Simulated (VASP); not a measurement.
# AlGa3N4 (Cmc2_1) in VASP: a series of runs

The runs below take AlGa3N4 through relaxation of cell and atoms, with PBEsol.

Everything below comes from runs of VASP 6.6.1. Logs are shortened: lines on timing, memory, paths and dates and some standing lists are left out, and cuts for length are marked.

## 1. Starting point

Symmetry: Cmc2_1, No. 36, orthorhombic system. The conventional cell has a = 6.319 Å, b = 10.944 Å, c = 5.132 Å, α = 90.00°, β = 90.00°, γ = 90.00°. Al (site symmetry m) is surrounded by 4 N at 1.92 to 1.93 Å. Ga (site symmetry 1) is surrounded by 4 N at 1.92 to 1.93 Å. Around Ga (site symmetry m) lie 4 N at 1.92 to 1.93 Å. N (site symmetry m) is surrounded by 2 Al at 1.92 to 1.93 Å and 2 Ga at 1.93 Å. N (site symmetry 1) is surrounded by 3 Ga at 1.92 to 1.93 Å and 1 Al at 1.93 Å. N (site symmetry m) has 4 Ga at 1.92 to 1.93 Å as nearest neighbours.

The cell was built by a generator and needn't be a form met in nature.

## 2. Relaxation of cell and atoms, PBEsol

Contents of INCAR:

```
SYSTEM = AlGa3N4
  ALGO = Normal
  EDIFF = 1E-6
  EDIFFG = -0.01
  ENCUT = 600
  GGA = PS
  IBRION = 2
  ISIF = 3
  ISMEAR = 0
  LASPH = .TRUE.
  LCHARG = .FALSE.
  LREAL = .FALSE.
  LUSENCCL = .FALSE.
  LWAVE = .FALSE.
  NELM = 80
  NSW = 90
  PREC = Accurate
  SIGMA = 0.03
```

Contents of KPOINTS:

```
k-points
0
G
  6 6 6
  0 0 0
```

Contents of POSCAR:

```
AlGa3N4
1.0
    0.0000000000      0.0000000000     -5.1324106400
    3.1593236200      5.4721090300      0.0000000000
    3.1593236200     -5.4721090300      0.0000000000
Al Ga N
2 6 8
Direct
    0.0000000000      0.1666666700      0.3333333300
    0.5000000000      0.3333333300      0.6666666700
    0.0000000000      0.1666666700      0.8333333300
    0.0000000000      0.6666666700      0.3333333300
    0.0000000000      0.6666666700      0.8333333300
    0.5000000000      0.3333333300      0.1666666700
    0.5000000000      0.8333333300      0.6666666700
    0.5000000000      0.8333333300      0.1666666700
    0.6250000000      0.1666666700      0.3333333300
    0.6250000000      0.1666666700      0.8333333300
    0.6250000000      0.6666666700      0.3333333300
    0.6250000000      0.6666666700      0.8333333300
    0.1250000000      0.3333333300      0.6666666700
    0.1250000000      0.3333333300      0.1666666700
    0.1250000000      0.8333333300      0.6666666700
    0.1250000000      0.8333333300      0.1666666700
```

Potentials or basis: VASP PAW PBE potentials, release 64 (Al, Ga_d, N).

Launch:

```bash
$ cat potpaw_PBE.64/Al/POTCAR potpaw_PBE.64/Ga_d/POTCAR potpaw_PBE.64/N/POTCAR > POTCAR
$ mpirun -np 1 vasp_std > vasp.out
```

OUTCAR:

```text
SYSTEM = AlGa3N4
   EDIFF = 1E-6
   EDIFFG = -0.01
   ENCUT = 600
   GGA = PS
   IBRION = 2
   ISIF = 3
   ISMEAR = 0
   LASPH = .TRUE.
   LREAL = .FALSE.
   NELM = 80
   NSW = 90
   PREC = Accurate

 ion  position               nearest neighbor table
   1  0.000  0.167  0.333-   9 1.92  14 1.93  13 1.93  16 1.93   2 3.15   2 3.15
   2  0.500  0.333  0.667-  13 1.92  10 1.93  12 1.93   9 1.93   1 3.15   1 3.15
   3  0.000  0.167  0.833-  10 1.92  13 1.93  14 1.93  15 1.93
   4  0.000  0.667  0.333-  11 1.92  16 1.93  15 1.93  14 1.93
   5  0.000  0.667  0.833-  12 1.92  15 1.93  13 1.93  16 1.93
   6  0.500  0.333  0.167-  14 1.92   9 1.93  11 1.93  10 1.93
   7  0.500  0.833  0.667-  15 1.92  12 1.93  10 1.93  11 1.93
   8  0.500  0.833  0.167-  16 1.92  11 1.93  12 1.93   9 1.93
   9  0.625  0.167  0.333-   1 1.92   6 1.93   2 1.93   8 1.93
  10  0.625  0.167  0.833-   3 1.92   2 1.93   6 1.93   7 1.93
  11  0.625  0.667  0.333-   4 1.92   8 1.93   7 1.93   6 1.93
  12  0.625  0.667  0.833-   5 1.92   7 1.93   2 1.93   8 1.93
  13  0.125  0.333  0.667-   2 1.92   3 1.93   1 1.93   5 1.93
  14  0.125  0.333  0.167-   6 1.92   1 1.93   4 1.93   3 1.93
  15  0.125  0.833  0.667-   7 1.92   5 1.93   3 1.93   4 1.93
  16  0.125  0.833  0.167-   8 1.92   4 1.93   5 1.93   1 1.93

  LATTYP: Found a hexagonal cell.
 ALAT       =     6.3186472423
 C/A-ratio  =     0.8122641514

  Lattice vectors:

 A1 = (   3.1593236200,   5.4721090300,   0.0000000000)
 A2 = (   3.1593236200,  -5.4721090300,   0.0000000000)
 A3 = (   0.0000000000,   0.0000000000,  -5.1324106400)

Analysis of symmetry for initial positions (statically):
=====================================================================
 Subroutine PRICEL returns:
 Original cell was already a primitive cell.

 Routine SETGRP: Setting up the symmetry group for a
 hexagonal supercell.

 Subroutine GETGRP returns: Found  4 space group operations
 (whereof  2 operations were pure point group operations)
 out of a pool of 24 trial point group operations.

The static configuration has the point symmetry C_1h.
 The point group associated with its full space group is C_2v.

Analysis of symmetry for dynamics (positions and initial velocities):
=====================================================================
 Subroutine PRICEL returns:
 Original cell was already a primitive cell.

 Routine SETGRP: Setting up the symmetry group for a
 hexagonal supercell.

 Subroutine GETGRP returns: Found  4 space group operations
 (whereof  2 operations were pure point group operations)
 out of a pool of 24 trial point group operations.
[... 155 lines left out ...]
   GGA     = PS    functional components
   LHFCALC =     F    Hartree Fock is set to
   AEXX    =    0.0000 exact exchange contribution
   IVDW    =     0    specifies the selected vdW correction
   LEPSILON=     F    determine dielectric tensor
   LRPA    =     F    only Hartree local field effects (RPA)
 conjugate gradient relaxation of ions
 non-spin polarized calculation
 Gauss-broadening in eV      SIGMA  =   0.03
  energy-cutoff  :      600.00
  volume of cell :      177.46
 maximum number of plane-waves:      5960
 NGX is ok and might be reduce to    42
   NGX = 21   NGY = 25   NGZ = 25

--------------------------------------- Ionic step        1  -------------------------------------------

 number of electron     123.9999994 magnetization

 Free energy of the ion-electron system (eV)
  ---------------------------------------------------
  ext. energy  EPLUGINS =         0.00000000
  ---------------------------------------------------
  free energy    TOTEN  =      -109.94171497 eV

  energy without entropy =     -109.94171497  energy(sigma->0) =     -109.94171497

------------------------ aborting loop because EDIFF is reached ----------------------------------------

  FORCE on cell =-STRESS in cart. coord.  units (eV):
  Direction    XX          YY          ZZ          XY          YZ          ZX
  --------------------------------------------------------------------------------------
  -------------------------------------------------------------------------------------
  Total        0.2973278      0.3338939      2.0968660      0.0316672      0.0000000      0.0000000
  in kB        2.6843913      3.0145247     18.9313253      0.2859039      0.0000000      0.0000000
  external PRESSURE =       8.2100804 kB  Pullay stress =       0.0000000 kB
[... 131 lines left out ...]
  FREE ENERGIE OF THE ION-ELECTRON SYSTEM (eV)
  ---------------------------------------------------
  free  energy   TOTEN  =      -110.0617969891 eV

  energy  without entropy=     -110.0617969891  energy(sigma->0) =     -110.06179699

[... ionic steps 4 to 8 ...]

--------------------------------------- Ionic step        9  -------------------------------------------

 number of electron     123.9999990 magnetization

------------------------ aborting loop because EDIFF is reached ----------------------------------------
[... 95 lines left out ...]
--------------------------------------- Ionic step       11  -------------------------------------------

 number of electron     123.9999989 magnetization

 Free energy of the ion-electron system (eV)
  ---------------------------------------------------
  ext. energy  EPLUGINS =         0.00000000
  ---------------------------------------------------
  free energy    TOTEN  =      -110.07638984 eV

  energy without entropy =     -110.07638984  energy(sigma->0) =     -110.07638984

 E-fermi :   5.6106     XC(G=0): -11.7433

 val. band max:        5.4175929684   @ k =   0.0000   0.0000   0.0000
 cond. band min:       7.8422848559   @ k =   0.0000   0.0000   0.0000
 fundamental gap:      2.4246918875
 Fermi energy:         5.6106207266

 k-point     1 :       0.0000    0.0000    0.0000
  band No.  band energies     occupation
      1     -10.3894      2.00000
      2      -9.4436      2.00000
      3      -9.4296      2.00000
      4      -9.3296      2.00000
      5      -9.2360      2.00000
      6      -9.0778      2.00000
[... 1837 lines left out ...]
     73      13.2731      0.00000
     74      13.4909      0.00000

 [... further k-points ...]

------------------------ aborting loop because EDIFF is reached ----------------------------------------

  FORCE on cell =-STRESS in cart. coord.  units (eV):
  Direction    XX          YY          ZZ          XY          YZ          ZX
  --------------------------------------------------------------------------------------
  -------------------------------------------------------------------------------------
  Total       -0.1072887     -0.1137353     -0.0653417     -0.0055830      0.0000000      0.0000000
  in kB       -0.9654320     -1.0234419     -0.5879740     -0.0502380      0.0000000      0.0000000
  external PRESSURE =      -0.8589493 kB  Pullay stress =       0.0000000 kB
[... 31 lines left out ...]
  FREE ENERGIE OF THE ION-ELECTRON SYSTEM (eV)
  ---------------------------------------------------
  free  energy   TOTEN  =      -110.0763898378 eV

  energy  without entropy=     -110.0763898378  energy(sigma->0) =     -110.07638984

 reached required accuracy - stopping structural energy minimisation
```

CONTCAR:

```text
AlGa3N4
    1.000000000000000
    -0.0000000000000000   -0.0000000000000000   -5.1390557594749042
     3.1632373357440331    5.4788877845223949    0.0000000000000000
     3.1611099001353580   -5.4776595090016285    0.0000000000000000
  Al              Ga              N
     2     6     8
Direct
     0.0015683681818887    0.1674436615768543    0.3348873131537147
     0.5015683681818885    0.3325563384231457    0.6651126868462852
     0.0009735590147515    0.1679858675910538    0.8327867879843340
     0.0013583662904749    0.6663378411600013    0.3326756723200084
     0.0009735590147515    0.6648009303932738    0.8327867879843339
     0.5009735590147514    0.3320141324089462    0.1672132120156660
[... 8 lines left out ...]
     0.1227292481933869    0.8336245492813783    0.6672491085627500
     0.1206159583526414    0.8402591253490781    0.1696776799983275

  0.00000000E+00  0.00000000E+00  0.00000000E+00
  0.00000000E+00  0.00000000E+00  0.00000000E+00
  0.00000000E+00  0.00000000E+00  0.00000000E+00
  0.00000000E+00  0.00000000E+00  0.00000000E+00
  0.00000000E+00  0.00000000E+00  0.00000000E+00
  0.00000000E+00  0.00000000E+00  0.00000000E+00
[... 8 lines left out ...]
  0.00000000E+00  0.00000000E+00  0.00000000E+00
  0.00000000E+00  0.00000000E+00  0.00000000E+00
```

It took 68 min on 1 × NVIDIA H100 80GB with 1 thread of AMD EPYC 7R13 (Zen 3), shared host; peak memory 1.7 GiB.

What came out:

```
Free energy                            : -110.0764 eV
Relaxed volume                         : 11.13 Å³/atom
Relaxed cell                           : a = 5.139 Å, b = 6.326 Å, c = 6.324 Å, α = 120.01°, β = 90.00°, γ = 90.00°
Space group after relaxing (to 0.05 Å) : Cmc2_1 (No. 36)
Energy gained by relaxing              : 8.4 meV/atom
Ionic steps                            : 11
Pressure after relaxing                : -0.1 GPa
Largest force after relaxing           : 0.007 eV/Å
Band gap on the k mesh                 : 2.42 eV, direct
```

Forces in eV/Å, atoms in the order of the input:
```
Al   0.002 -0.001 -0.001
Al  -0.002  0.001 -0.001
Ga  -0.002  0.004 -0.002
Ga   0.000  0.000  0.006
Ga  -0.005  0.000 -0.002
Ga   0.002 -0.004 -0.002
Ga   0.000  0.000  0.006
Ga   0.005  0.000 -0.002
N    0.002 -0.001 -0.002
N   -0.005 -0.005  0.000
N    0.006 -0.003 -0.001
N    0.001  0.007  0.000
N   -0.002  0.001 -0.002
N    0.005  0.005  0.000
N   -0.006  0.003 -0.001
N   -0.001 -0.007  0.000
```

Step by step:
```
step  energy change (eV)  largest force (eV/Å)  pressure (GPa)  volume (Å³)
   1              0.0000                0.9255            0.82       177.46
   2             -0.1178                0.2998           -0.93       178.92
   3             -0.1201                0.2447           -0.76       178.75
   4             -0.1327                0.0894            0.46       177.59
   5             -0.1335                0.0741            0.20       177.81
   6             -0.1344                0.0446           -0.10       178.08
   7             -0.1345                0.0362           -0.01       178.04
   8             -0.1345                0.0376           -0.06       178.05
   9             -0.1346                0.0163            0.02       177.99
  10             -0.1346                0.0151            0.06       177.97
  11             -0.1347                0.0069           -0.09       178.05
```

Final structure:
```xyz
16
Lattice="0.0000 0.0000 -5.1391 3.1632 5.4789 0.0000 3.1611 -5.4777 0.0000" Properties=species:S:1:pos:R:3 pbc="T T T"
Al    1.5883   -0.9170   -0.0081
Al    3.1544   -1.8212   -2.5776
Ga    3.1639   -3.6413   -0.0050
Ga    3.1594    1.8285   -0.0070
Ga    4.7355   -0.9194   -0.0050
Ga    1.5788    0.9031   -2.5745
Ga    4.7466    0.9122   -2.5765
Ga    3.1705    3.6600   -2.5745
N     1.6140   -0.9318   -3.2436
N     3.1643   -3.6136   -3.1894
N     3.1598    1.8283   -3.2002
N     4.7117   -0.9336   -3.1894
N     3.1288   -1.8064   -0.6741
N     1.5784    0.8754   -0.6199
N     4.7462    0.9124   -0.6307
N     3.1943    3.6742   -0.6199
```

Levels at points of the mesh, in eV from the valence-band top:
```
           k point  band 58  band 59  band 60  band 61  band 62  band 63  band 64  band 65  band 66  band 67
(0.00, 0.00, 0.00)    -0.86    -0.82    -0.05    -0.03     0.00     2.42     4.64     4.93     5.05     5.21
(0.50, 0.00, 0.00)    -1.66    -0.51    -0.51    -0.50    -0.50     4.43     4.43     4.45     4.45     4.55
(0.00, 0.50, 0.00)    -1.78    -0.74    -0.60    -0.56    -0.32     4.60     4.74     5.60     5.64     6.20
(0.00, 0.00, 0.50)    -1.78    -0.70    -0.61    -0.53    -0.39     4.65     4.67     5.62     5.66     6.15
(0.50, 0.50, 0.00)    -1.41    -1.31    -1.31    -1.10    -1.10     5.39     5.39     5.52     5.52     5.97
(0.50, 0.00, 0.50)    -1.46    -1.32    -1.32    -1.09    -1.09     5.39     5.39     5.55     5.55     5.88
```

Caveat: the PAW data sets were made with another functional, which shifts forces and pressure a little.

## 3. Relaxation of cell and atoms, PBEsol

This run uses another cell than the first one, of 11.13 Å³/atom, 1.003 times its volume.

Changes to INCAR since step 2:

```diff
@@ -2,4 +2,4 @@
   ALGO = Normal
-  EDIFF = 1E-6
-  EDIFFG = -0.01
+  EDIFF = 1E-7
+  EDIFFG = -0.005
   ENCUT = 600
```

KPOINTS is that of step 2.

Contents of POSCAR:

```
AlGa3N4                                 
1.0
   -0.0000000000     -0.0000000000     -5.1390557595
    3.1632373357      5.4788877845      0.0000000000
    3.1611099001     -5.4776595090      0.0000000000
  Al              Ga              N             
     2     6     8
Direct
     0.0015683681818887    0.1674436615768543    0.3348873131537147
     0.5015683681818885    0.3325563384231457    0.6651126868462852
     0.0009735590147515    0.1679858675910538    0.8327867879843340
     0.0013583662904749    0.6663378411600013    0.3326756723200084
     0.0009735590147515    0.6648009303932738    0.8327867879843339
     0.5009735590147514    0.3320141324089462    0.1672132120156660
     0.5013583662904748    0.8336621588399987    0.6673243276799916
     0.5009735590147514    0.8351990696067262    0.1672132120156661
     0.6311649825994640    0.1701501100473083    0.3403002100946231
     0.6206159583526416    0.1705814553507443    0.8303223200016724
     0.6227292481933867    0.6663754507186217    0.3327508914372501
     0.6206159583526416    0.6597408746509219    0.8303223200016725
     0.1311649825994639    0.3298498899526916    0.6596997899053769
     0.1206159583526414    0.3294185446492557    0.1696776799983275
     0.1227292481933869    0.8336245492813783    0.6672491085627500
     0.1206159583526414    0.8402591253490781    0.1696776799983275
```

Potentials or basis: VASP PAW PBE potentials, release 64 (Al, Ga_d, N).

Launch:

```bash
$ cat potpaw_PBE.64/Al/POTCAR potpaw_PBE.64/Ga_d/POTCAR potpaw_PBE.64/N/POTCAR > POTCAR
$ mpirun -np 1 vasp_std > vasp.out
```

Run time: 39 min. Hardware: 1 × NVIDIA H100 80GB with 1 thread of AMD EPYC 7R13 (Zen 3), shared host; peak memory 1.7 GiB.

It converged, with:

```
Free energy                            : -110.0773 eV
Relaxed volume                         : 11.13 Å³/atom
Relaxed cell                           : a = 5.139 Å, b = 6.326 Å, c = 6.324 Å, α = 120.01°, β = 90.00°, γ = 90.00°
Space group after relaxing (to 0.05 Å) : Cmc2_1 (No. 36)
Energy gained by relaxing              : 0.0 meV/atom
Ionic steps                            : 7
Pressure after relaxing                : 0.0 GPa
Band gap on the k mesh                 : 2.42 eV, direct
```

Forces in eV/Å, atoms in the order of the input:
```
Al  -0.001  0.001 -0.001
Al   0.001 -0.001 -0.001
Ga  -0.001  0.001  0.000
Ga   0.000  0.000  0.002
Ga  -0.001  0.000  0.000
Ga   0.001 -0.001  0.000
Ga   0.000  0.000  0.002
Ga   0.001  0.000  0.000
N    0.001 -0.001 -0.001
N    0.000 -0.001  0.000
N    0.001 -0.001  0.001
N    0.001  0.000  0.000
N   -0.001  0.001 -0.001
N    0.000  0.001  0.000
N   -0.001  0.001  0.001
N   -0.001  0.000  0.000
```

Final structure:
```
Al Ga N
1.0
     0.00000    0.00000   -5.13936
     3.16291    5.47832    0.00000
     3.16099   -5.47721    0.00000
Al Ga N
2 6 8
Direct
  0.00158 0.16745 0.33489
  0.50158 0.33255 0.66511
  0.00098 0.16798 0.83275
  0.00127 0.66634 0.33268
  0.00098 0.66477 0.83275
  0.50098 0.33202 0.16725
  0.50127 0.83366 0.66732
  0.50098 0.83523 0.16725
  0.63120 0.17017 0.34033
  0.62062 0.17053 0.83031
  0.62273 0.66641 0.33282
  0.62062 0.65978 0.83031
  0.13120 0.32983 0.65967
  0.12062 0.32947 0.16969
  0.12273 0.83359 0.66718
  0.12062 0.84022 0.16969
```

Levels at points of the mesh, in eV from the valence-band top:
```tsv
k point	band 60	band 61	band 62	band 63	band 64	band 65
(0.00, 0.00, 0.00)	-0.06	-0.03	0.00	2.42	4.64	4.93
(0.50, 0.00, 0.00)	-0.51	-0.50	-0.50	4.43	4.43	4.45
(0.00, 0.50, 0.00)	-0.60	-0.57	-0.32	4.60	4.73	5.60
(0.50, 0.50, 0.00)	-1.31	-1.10	-1.10	5.39	5.39	5.52
(0.00, 0.00, 0.50)	-0.61	-0.53	-0.39	4.65	4.67	5.62
(0.50, 0.00, 0.50)	-1.32	-1.09	-1.09	5.39	5.39	5.55
```

Caveat: the PAW data sets were made with another functional, which shifts forces and pressure a little.

(Continued in part 2 of 2.)
